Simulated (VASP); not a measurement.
# AlN (P6_3mc) in VASP: a series of runs

Runs on AlN. Level: PBE. Tasks: relaxation of cell and atoms.

All numbers are computed with VASP 6.6.1; they aren't measurements. Logs are shortened: lines on timing, memory, paths and dates and some standing lists are left out, and cuts for length are marked.

## (1) The crystal as given

Symmetry: P6_3mc, No. 186, hexagonal system. Conventional cell: a = 3.113 Å, b = 3.113 Å, c = 4.981 Å, α = 90.00°, β = 90.00°, γ = 120.00°. Around Al (site symmetry 3m) lie 4 N at 1.89 Å. N (site symmetry 3m) has 4 Al at 1.89 Å as nearest neighbours.

## (2) Relaxation of cell and atoms, PBE

File INCAR:

```
SYSTEM = AlN
  PREC = Accurate
  ENCUT = 600
  EDIFF = 1E-6
  ISMEAR = 0
  SIGMA = 0.03
  LREAL = .False.
  LASPH = .True.
  NELM = 80
  ALGO = Normal
  ISIF = 3
  LWAVE = .False.
  LCHARG = .False.
  GGA = PE
  IBRION = 2
  NSW = 90
  EDIFFG = -0.01
```

File KPOINTS:

```
regular mesh
0
Gamma
  12 12 6
  0 0 0
```

File POSCAR:

```
AlN
1.0
    3.1130000000      0.0000000000      0.0000000000
   -1.5565000000      2.6959370800      0.0000000000
    0.0000000000      0.0000000000      4.9810000000
Al N
2 2
Direct
    0.3333333300      0.6666666700      0.0000000000
    0.6666666700      0.3333333300      0.5000000000
    0.3333333300      0.6666666700      0.3800000000
    0.6666666700      0.3333333300      0.8800000000
```

Potentials or basis: VASP PAW PBE potentials, release 64 (Al, N).

On the command line:

```console
$ cat potpaw_PBE.64/Al/POTCAR potpaw_PBE.64/N/POTCAR > POTCAR
$ mpirun -np 1 vasp_std > vasp.out
```

OUTCAR:

```text
SYSTEM = AlN
   PREC = Accurate
   ENCUT = 600
   EDIFF = 1E-6
   ISMEAR = 0
   LREAL = .False.
   LASPH = .True.
   NELM = 80
   ISIF = 3
   GGA = PE
   IBRION = 2
   NSW = 90
   EDIFFG = -0.01

 ion  position               nearest neighbor table
   1  0.333  0.667  0.000-   3 1.89   4 1.89   4 1.89   4 1.89   2 3.07   2 3.07   2 3.07   2 3.07
                             2 3.07   2 3.07
   2  0.667  0.333  0.500-   4 1.89   3 1.89   3 1.89   3 1.89   1 3.07   1 3.07   1 3.07   1 3.07
                             1 3.07   1 3.07
   3  0.333  0.667  0.380-   1 1.89   2 1.89   2 1.89   2 1.89
   4  0.667  0.333  0.880-   2 1.89   1 1.89   1 1.89   1 1.89

  LATTYP: Found a hexagonal cell.
 ALAT       =     3.1130000000
 C/A-ratio  =     1.6000642467

  Lattice vectors:

 A1 = (   3.1130000000,   0.0000000000,   0.0000000000)
 A2 = (  -1.5565000000,   2.6959370800,   0.0000000000)
 A3 = (   0.0000000000,   0.0000000000,   4.9810000000)

Analysis of symmetry for initial positions (statically):
=====================================================================
 Subroutine PRICEL returns:
 Original cell was already a primitive cell.

 Routine SETGRP: Setting up the symmetry group for a
 hexagonal supercell.

 Subroutine GETGRP returns: Found 12 space group operations
 (whereof  6 operations were pure point group operations)
 out of a pool of 24 trial point group operations.

The static configuration has the point symmetry C_3v.
 The point group associated with its full space group is C_6v.

Analysis of symmetry for dynamics (positions and initial velocities):
=====================================================================
 Subroutine PRICEL returns:
 Original cell was already a primitive cell.

 Routine SETGRP: Setting up the symmetry group for a
 hexagonal supercell.

 Subroutine GETGRP returns: Found 12 space group operations
 (whereof  6 operations were pure point group operations)
 out of a pool of 24 trial point group operations.

The dynamic configuration has the point symmetry C_3v.
 The point group associated with its full space group is C_6v.

 Subroutine INISYM returns: Found 12 space group operations
 (whereof  6 operations are pure point group operations),
 and found     1 'primitive' translations

----------------------------------------------------------------------------------------

                                     Primitive cell

  volume of cell :      41.8028

  direct lattice vectors                    reciprocal lattice vectors
     3.113000000  0.000000000  0.000000000     0.321233537  0.185464269  0.000000000
    -1.556500000  2.695937080  0.000000000     0.000000000  0.370928538  0.000000000
     0.000000000  0.000000000  4.981000000     0.000000000  0.000000000  0.200762899

  length of vectors
     3.113000000  3.112999998  4.981000000     0.370928538  0.370928538  0.200762899

  position of ions in fractional coordinates (direct lattice)
     0.333333330  0.666666670  0.000000000
     0.666666670  0.333333330  0.500000000
     0.333333330  0.666666670  0.380000000
     0.666666670  0.333333330  0.880000000

  ion indices of the primitive-cell ions
   primitive index   ion index
                 1           1
                 2           2
                 3           3
                 4           4

----------------------------------------------------------------------------------------

 KPOINTS: regular mesh

Automatic generation of k-mesh.
 Grid dimensions read from file:
 generate k-points for:   12   12    6

 Generating k-lattice:

  Cartesian coordinates                     Fractional coordinates (reciprocal lattice)
     0.026769461  0.015455356  0.000000000     0.083333333 -0.000000000  0.000000000
     0.000000000  0.030910712  0.000000000     0.000000000  0.083333333  0.000000000
     0.000000000  0.000000000  0.033460483     0.000000000  0.000000000  0.166666667

  Length of vectors
     0.030910711  0.030910712  0.033460483

  Shift w.r.t. Gamma in fractional coordinates (k-lattice)
     0.000000000  0.000000000  0.000000000

 Subroutine IBZKPT returns following result:
 ===========================================

 Found     76 irreducible k-points:

 Following reciprocal coordinates:
            Coordinates               Weight
  0.000000  0.000000  0.000000      1.000000
  0.083333  0.000000  0.000000      6.000000
  0.166667  0.000000  0.000000      6.000000
  0.250000  0.000000  0.000000      6.000000
  0.333333  0.000000  0.000000      6.000000
  0.416667  0.000000  0.000000      6.000000
[... 16 lines left out ...]
  0.250000  0.000000  0.166667     12.000000
  0.333333  0.000000  0.166667     12.000000
 [... further k-points ...]
   k-points           NKPTS =     76   k-points in BZ     NKDIM =     76   number of bands    NBANDS=     12
   number of dos      NEDOS =    301   number of ions     NIONS =      4
   total plane-waves  NPLWV =  31360
   dimension x,y,z NGX =    28 NGY =   28 NGZ =   40
   dimension x,y,z NGXF=    56 NGYF=   56 NGZF=   80
   ions per type =               2   2
   NGX,Y,Z   is equivalent  to a cutoff of  14.95, 14.95, 13.35 a.u.
   NGXF,Y,Z  is equivalent  to a cutoff of  29.91, 29.91, 26.70 a.u.
 SYSTEM =  AlN
   PREC   = accura    normal or accurate (medium, high low for compatibility)
   ISTART =      0    job   : 0-new  1-cont  2-samecut
   ICHARG =      2    charge: 1-file 2-atom 10-const
   ISPIN  =      1    spin polarized calculation?
   LNONCOLLINEAR =      F non collinear calculations
   LSORBIT =      F    spin-orbit coupling
   LASPH  =      T    aspherical Exc in radial PAW
   ENCUT  =  600.0 eV  44.10 Ry    6.64 a.u.   6.22  6.22  9.95*2*pi/ulx,y,z
   NELM   =     80;   NELMIN=  2; NELMDL= -5     # of ELM steps
   EDIFF  = 0.1E-05   stopping-criterion for ELM
   LREAL  =      F    real-space projection
   EDIFFG = -.1E-01   stopping-criterion for IOM
   NSW    =     90    number of steps for IOM
   IBRION =      2    ionic relax: 0-MD 1-quasi-New 2-CG
   NFREE  =      1    steps in history (QN), initial steepest desc. (CG)
   ISIF   =      3    stress and relaxation
   ISYM   =      2    0-nonsym 1-usesym 2-fastsym
   POTIM  = 0.5000    time-step for ionic-motion
   TEBEG  =    0.0;   TEEND  =   0.0 temperature during run
   PSTRESS=    0.0 pullay stress
   NELECT =      16.0000    total number of electrons
   NUPDOWN=      -1.0000    fix difference up-down
   EMIN   =  10.00;   EMAX   =-10.00  energy-range for DOS
   EFERMI =   0.00;   METHOD = LEGACY
   ISMEAR =     0;   SIGMA  =   0.03  broadening in eV -4-tet -1-fermi 0-gaus
   EFERMI_NEDOS =   21; number of points for ismear=-14 and -15
   IALGO  =     38    algorithm
   IMIX   =      4    mixing-type and parameters
     AMIX     =   0.40;   BMIX     =  1.00
     AMIX_MAG =   1.60;   BMIX_MAG =  1.00
  volume/ion in A,a.u.               =      10.45        70.52
  Fermi-wavevector in a.u.,A,eV,Ry     =   1.188629  2.246183 19.222843  1.412839
  Thomas-Fermi vector in A             =   2.324754
   LORBIT       =      0    0 simple, 1 ext, 2 COOP (PROOUT), +10 PAW based schemes
   GGA     = PE    functional components
   LHFCALC =     F    Hartree Fock is set to
   AEXX    =    0.0000 exact exchange contribution
   IVDW    =     0    specifies the selected vdW correction
   LEPSILON=     F    determine dielectric tensor
   LRPA    =     F    only Hartree local field effects (RPA)
 conjugate gradient relaxation of ions
 non-spin polarized calculation
 Gauss-broadening in eV      SIGMA  =   0.03
  energy-cutoff  :      600.00
  volume of cell :       41.80
 maximum number of plane-waves:      1412
 NGX is ok and might be reduce to    28
   NGX = 13   NGY = 13   NGZ = 19

--------------------------------------- Ionic step        1  -------------------------------------------

 number of electron      16.0000000 magnetization

 Free energy of the ion-electron system (eV)
  ---------------------------------------------------
  ext. energy  EPLUGINS =         0.00000000
  ---------------------------------------------------
  free energy    TOTEN  =       -29.77433057 eV

  energy without entropy =      -29.77433057  energy(sigma->0) =      -29.77433057

------------------------ aborting loop because EDIFF is reached ----------------------------------------

  FORCE on cell =-STRESS in cart. coord.  units (eV):
  Direction    XX          YY          ZZ          XY          YZ          ZX
  --------------------------------------------------------------------------------------
  -------------------------------------------------------------------------------------
  Total        0.7297040      0.7297040      1.1617999      0.0000000      0.0000000      0.0000000
  in kB       27.9673881     27.9673881     44.5283405      0.0000000      0.0000000      0.0000000
  external PRESSURE =      33.4877056 kB  Pullay stress =       0.0000000 kB
[... 61 lines left out ...]
  energy  without entropy=      -29.7760738819  energy(sigma->0) =      -29.77607388

--------------------------------------- Ionic step        3  -------------------------------------------

 number of electron      15.9999999 magnetization

 Free energy of the ion-electron system (eV)
  ---------------------------------------------------
  ext. energy  EPLUGINS =         0.00000000
  ---------------------------------------------------
  free energy    TOTEN  =       -29.78264085 eV

  energy without entropy =      -29.78264085  energy(sigma->0) =      -29.78264085

 E-fermi :   6.1764     XC(G=0): -10.8355

 val. band max:        5.9763197535   @ k =   0.0000   0.0000   0.0000
 cond. band min:      10.0414951775   @ k =   0.0000   0.0000   0.0000
 fundamental gap:      4.0651754240
 Fermi energy:         6.1764166616

 k-point     1 :       0.0000    0.0000    0.0000
  band No.  band energies     occupation
      1      -9.0972      2.00000
      2      -7.0120      2.00000
      3       0.0645      2.00000
      4       5.1407      2.00000
      5       5.1407      2.00000
      6       5.7815      2.00000
      7       5.7815      2.00000
      8       5.9763      2.00000
      9      10.0415      0.00000
     10      12.5146      0.00000
     11      16.4474      0.00000
     12      17.0311      0.00000
[... 331 lines left out ...]
 k-point    24 :       0.3333    0.0000    0.1667
  band No.  band energies     occupation
      1      -7.8018      2.00000
      2      -6.6084      2.00000
      3       1.1357      2.00000
      4       2.0826      2.00000
      5       2.6843      2.00000
      6       4.2440      2.00000
      7       5.1987      2.00000
      8       5.3368      2.00000
      9      11.7675      0.00000
     10      12.5857      0.00000
     11      14.3396      0.00000
     12      16.0287      0.00000

 [... further k-points ...]

------------------------ aborting loop because EDIFF is reached ----------------------------------------

  FORCE on cell =-STRESS in cart. coord.  units (eV):
  Direction    XX          YY          ZZ          XY          YZ          ZX
  --------------------------------------------------------------------------------------
  -------------------------------------------------------------------------------------
  Total        0.0186784      0.0186784     -0.0196717      0.0000000     -0.0000000      0.0000000
  in kB        0.7041706      0.7041706     -0.7416167      0.0000000     -0.0000000      0.0000000
  external PRESSURE =       0.2222415 kB  Pullay stress =       0.0000000 kB
[... 19 lines left out ...]
  FREE ENERGIE OF THE ION-ELECTRON SYSTEM (eV)
  ---------------------------------------------------
  free  energy   TOTEN  =       -29.7826408514 eV

  energy  without entropy=      -29.7826408514  energy(sigma->0) =      -29.78264085

 reached required accuracy - stopping structural energy minimisation
```

Run time: 34 s. Hardware: 1 thread of Intel Xeon 6975P-C (Granite Rapids), shared host; peak memory 0.2 GiB.

What came out:

- Free energy: -29.7826 eV
- Relaxed volume: 10.62 Å³/atom
- Relaxed cell: a = 3.127 Å, b = 3.127 Å, c = 5.018 Å, α = 90.00°, β = 90.00°, γ = 120.00°
- Space group after relaxing (to 0.05 Å): P6_3mc (No. 186)
- Energy gained by relaxing: 2.1 meV/atom
- Ionic steps: 3
- Pressure after relaxing: 0.0 GPa
- Largest force after relaxing: 0.004 eV/Å
- Band gap on the k mesh: 4.07 eV, direct

Forces on the atoms (eV/Å):
```
Al   0.000  0.000 -0.004
Al   0.000  0.000 -0.004
N    0.000  0.000  0.004
N    0.000  0.000  0.004
```

Step by step:
| step | energy change (eV) | largest force (eV/Å) | pressure (GPa) | volume (Å³) |
| --- | --- | --- | --- | --- |
| 1 | 0.0000 | 0.1289 | 3.35 | 41.80 |
| 2 | -0.0017 | 0.0910 | -2.80 | 43.14 |
| 3 | -0.0083 | 0.0042 | 0.02 | 42.50 |

Final structure:
```cif
data_structure
_symmetry_space_group_name_H-M 'P 1'
_symmetry_Int_Tables_number 1
_cell_length_a 3.1273
_cell_length_b 3.1273
_cell_length_c 5.0175
_cell_angle_alpha 90.000
_cell_angle_beta 90.000
_cell_angle_gamma 120.000
_cell_volume 42.50
loop_
_atom_site_label
_atom_site_type_symbol
_atom_site_fract_x
_atom_site_fract_y
_atom_site_fract_z
_atom_site_occupancy
Al1 Al 0.33333 0.66667 0.99934 1
Al2 Al 0.66667 0.33333 0.49934 1
N1 N 0.33333 0.66667 0.38066 1
N2 N 0.66667 0.33333 0.88066 1
```

Levels at points of the mesh, in eV from the valence-band top:
| k point | band 6 | band 7 | band 8 | band 9 | band 10 | band 11 |
| --- | --- | --- | --- | --- | --- | --- |
| (0.00, 0.00, 0.00) | -0.19 | -0.19 | 0.00 | 4.07 | 6.54 | 10.47 |
| (0.50, 0.00, 0.00) | -2.05 | -1.74 | -0.68 | 5.77 | 5.78 | 8.05 |
| (0.00, 0.00, 0.50) | -0.52 | -0.52 | -0.52 | 6.33 | 6.33 | 10.18 |
| (0.50, 0.00, 0.50) | -1.43 | -1.34 | -1.34 | 5.25 | 5.25 | 9.16 |

## (3) Relaxation of cell and atoms, PBE

This run uses another cell than the first one, of 10.62 Å³/atom, 1.017 times its volume.

Edit INCAR of step 2 so:

```diff
@@ -3,3 +3,3 @@
   ENCUT = 600
-  EDIFF = 1E-6
+  EDIFF = 1E-7
   ISMEAR = 0
@@ -16,2 +16,2 @@
   NSW = 90
-  EDIFFG = -0.01
+  EDIFFG = -0.005
```

KPOINTS is that of step 2.

File POSCAR:

```
AlN                                     
1.0
    3.1273442140      0.0000000000      0.0000000000
   -1.5636721070      2.7083595337     -0.0000000000
    0.0000000000      0.0000000000      5.0175425437
  Al              N             
     2     2
Direct
     0.3333333300000021    0.6666666699999979    0.9993379583176335
     0.6666666699999979    0.3333333300000021    0.4993379583176335
     0.3333333300000021    0.6666666699999979    0.3806620416823691
     0.6666666699999979    0.3333333300000021    0.8806620416823691
```

Potentials or basis: VASP PAW PBE potentials, release 64 (Al, N).

On the command line:

```console
$ cat potpaw_PBE.64/Al/POTCAR potpaw_PBE.64/N/POTCAR > POTCAR
$ mpirun -np 1 vasp_std > vasp.out
```

It took 24 s on 1 thread of Intel Xeon 6975P-C (Granite Rapids), shared host; peak memory 0.19 GiB.

It converged, with:

| Property | Result |
| --- | --- |
| Free energy | -29.7835 eV |
| Energy gained by relaxing | 0.0 meV/atom |
| Ionic steps | 2 |
| Pressure after relaxing | 0.0 GPa |
| Largest force after relaxing | 0.005 eV/Å |
| Band gap on the k mesh | 4.06 eV, direct |

Forces on the atoms (eV/Å):
```
Al   0.000  0.000 -0.005
Al   0.000  0.000 -0.005
N    0.000  0.000  0.005
N    0.000  0.000  0.005
```

Final structure:
```
Al N
1.0
     3.12787    0.00000    0.00000
    -1.56393    2.70881    0.00000
     0.00000    0.00000    5.01593
Al N
2 2
Direct
  0.33333 0.66667 0.99930
  0.66667 0.33333 0.49930
  0.33333 0.66667 0.38070
  0.66667 0.33333 0.88070
```

Levels at points of the mesh, in eV from the valence-band top:
```csv
k point,band 5,band 6,band 7,band 8,band 9,band 10,band 11,band 12
"(0.00, 0.00, 0.00)",-0.84,-0.20,-0.20,0.00,4.06,6.53,10.47,11.05
"(0.50, 0.00, 0.00)",-3.30,-2.05,-1.74,-0.68,5.77,5.77,8.04,10.16
"(0.00, 0.00, 0.50)",-0.53,-0.53,-0.53,-0.53,6.33,6.33,10.18,10.18
"(0.50, 0.00, 0.50)",-1.44,-1.44,-1.35,-1.35,5.25,5.25,9.16,9.16
```
